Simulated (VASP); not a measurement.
Al15ZnO24 (a cell with a defect) (Corundum): single point with PBE

Crystal: Al15ZnO24 (a cell with a defect) (Corundum).

```
CELL_PARAMETERS angstrom
-4.76050 -2.74848 4.33187
4.76050 -2.74848 4.33187
0.00000 5.49695 4.33187
ATOMIC_POSITIONS crystal
Zn 0.35216 0.35216 0.35216
Al 0.85216 0.85216 0.35216
Al 0.85216 0.35216 0.85216
Al 0.35216 0.85216 0.85216
Al 0.14784 0.14784 0.14784
Al 0.64784 0.64784 0.14784
Al 0.64784 0.14784 0.64784
Al 0.14784 0.64784 0.64784
Al 0.64784 0.64784 0.64784
Al 0.14784 0.14784 0.64784
Al 0.14784 0.64784 0.14784
Al 0.64784 0.14784 0.14784
Al 0.85216 0.85216 0.85216
Al 0.35216 0.35216 0.85216
Al 0.35216 0.85216 0.35216
Al 0.85216 0.35216 0.35216
O 0.59666 0.40334 0.75000
O 0.09666 0.90334 0.75000
O 0.09666 0.40334 0.25000
O 0.59666 0.90334 0.25000
O 0.75000 0.59666 0.40334
O 0.25000 0.09666 0.40334
O 0.25000 0.59666 0.90334
O 0.75000 0.09666 0.90334
O 0.40334 0.75000 0.59666
O 0.90334 0.25000 0.59666
O 0.90334 0.75000 0.09666
O 0.40334 0.25000 0.09666
O 0.40334 0.59666 0.25000
O 0.90334 0.09666 0.25000
O 0.90334 0.59666 0.75000
O 0.40334 0.09666 0.75000
O 0.25000 0.40334 0.59666
O 0.75000 0.90334 0.59666
O 0.75000 0.40334 0.09666
O 0.25000 0.90334 0.09666
O 0.59666 0.25000 0.40334
O 0.09666 0.75000 0.40334
O 0.09666 0.25000 0.90334
O 0.59666 0.75000 0.90334
```

```json
{
  "Program": "VASP 6.6.1",
  "Task": "single point",
  "Functional": "PBE",
  "Potentials or basis": "VASP PAW PBE potentials, release 64 (Zn, Al, O)",
  "Cutoff": "520 eV",
  "k mesh": "3 × 3 × 3",
  "Occupations": "fermi-dirac, width 0.01 eV",
  "Spin": "no spin polarisation"
}
```

The largest force is 3.873 eV/Å. The band gap on the k mesh is 4.40 eV, direct.

Forces in eV/Å, atoms in the order of the input:
```
Zn   0.000  0.000  0.891
Al   0.042 -0.079  0.020
Al  -0.090  0.003  0.020
Al   0.047  0.076  0.020
Al   0.000  0.000  1.344
Al   0.306  0.788 -0.385
Al   0.529 -0.659 -0.385
Al  -0.836 -0.129 -0.385
Al   0.000  0.000 -0.289
Al   0.071 -1.197  0.291
Al  -1.071  0.537  0.291
Al   1.001  0.659  0.291
Al   0.000  0.000 -0.029
Al   0.045  0.113 -0.182
Al   0.075 -0.095 -0.182
Al  -0.120 -0.017 -0.182
O   -0.106 -0.106  0.291
O    0.031  0.200 -0.074
O    2.202  0.101 -2.084
O   -0.290 -0.185  0.134
O    0.145 -0.039  0.291
O   -1.188  1.857 -2.084
O    0.305 -0.159  0.134
O   -0.189 -0.074 -0.074
O   -0.039  0.145  0.291
O   -0.015  0.343  0.134
O    0.158 -0.127 -0.074
O   -1.014 -1.957 -2.084
O    1.966 -2.862  1.715
O   -0.229 -0.012 -0.303
O    0.242  0.065  0.044
O   -0.305  0.178 -0.105
O    1.496  3.134  1.715
O   -0.177  0.177  0.044
O   -0.002 -0.353 -0.105
O    0.125 -0.193 -0.303
O   -3.462 -0.272  1.715
O    0.307  0.175 -0.105
O    0.104  0.204 -0.303
O   -0.065 -0.242  0.044
```

Levels at points of the mesh, in eV from the valence-band top:
| k point | band 97 | band 98 | band 99 | band 100 | band 101 | band 102 | band 103 | band 104 | band 105 | band 106 |
| --- | --- | --- | --- | --- | --- | --- | --- | --- | --- | --- |
| (0.00, 0.00, 0.00) | -1.60 | -1.60 | -1.39 | 0.00 | 0.00 | 4.40 | 7.31 | 7.82 | 7.84 | 7.84 |

It took 8.1 min on 1 thread of Intel(R) Xeon(R) 6975P-C (Granite Rapids), on a shared host, peak memory 0.47 GiB.

Caveat: the cell carries a net charge on a neutralising background, which shifts energy and pressure; the cell is charged against a uniform background, so pressure and absolute levels hang on convention. As with any semilocal functional, this PBE gap is likely too small.
